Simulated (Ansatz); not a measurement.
**SnO under changes of volume**

One of the cells (17.769 Å³/atom); the others are scaled copies at fixed shape and fractional positions:

```
CELL_PARAMETERS angstrom
3.81370 0.00000 0.00000
0.00000 3.81370 0.00000
0.00000 0.00000 4.88691
ATOMIC_POSITIONS crystal
Sn 0.50000 0.00000 0.76463
Sn 0.00000 0.50000 0.23537
O 0.00000 0.00000 0.00000
O 0.50000 0.50000 0.00000
```

The cell is a database's computed one.

- Program: Ansatz 0.2.0
- Functional: r2SCAN
- Dispersion: rVV10
- Potentials or basis: Ansatz PAW
- Cutoff: 500 eV (not typed: the program's choice for these potentials)
- k mesh: 7 × 7 × 6
- Occupations: fermi-dirac, width 0.05 eV
- Spin: no spin polarisation

```tsv
volume (Å³/atom)	energy over the lowest point (meV/atom)	pressure (GPa)	gap on the mesh (eV)	largest force (eV/Å)
16.703	12.00	5.1	0.20	0.831
17.058	3.38	2.6	0.29	0.490
17.414	0.00	0.4	0.38	0.177
17.769	1.33	-1.6	0.47	0.113
18.125	?	?	?	?
18.480	16.19	-5.0	0.62	0.632
18.835	28.90	-6.4	0.69	0.864
```

Task: What does the run at 18.125 Å³/atom give?

Result: Energy over the lowest point 6.87 meV/atom; pressure -3.4 GPa; gap on the mesh 0.55 eV; largest force 0.382 eV/Å.

Worked out: A Birch-Murnaghan fit of order 3 (a polynomial in V^(-2/3)) to the other rows has its minimum at 17.49 Å³/atom with B0 = V·E''(V) = 102 GPa and B' = 4.4 at fixed shape and positions, which overstates the stiffness. It gives 6.88 meV/atom at 18.125 Å³/atom, against the run's 6.87, and -dE/dV = -3.4 GPa, against -3.4. A parabola through the other rows of the gap, of slope 3.92 eV per unit of ln V there, gives 0.55 eV, against the run's 0.55.

Energies are extrapolated to zero smearing.

Caveats: odd divisions of the mesh miss points on the zone boundary, where band edges often lie, so the gap on the mesh can be too wide; spin-orbit coupling is left out, which moves the levels of the heavy elements; the PAW data sets come from PBE, with cores solved anew for the run's functional, which leaves a small shift of forces and pressure.

A mesh can miss the band edges.
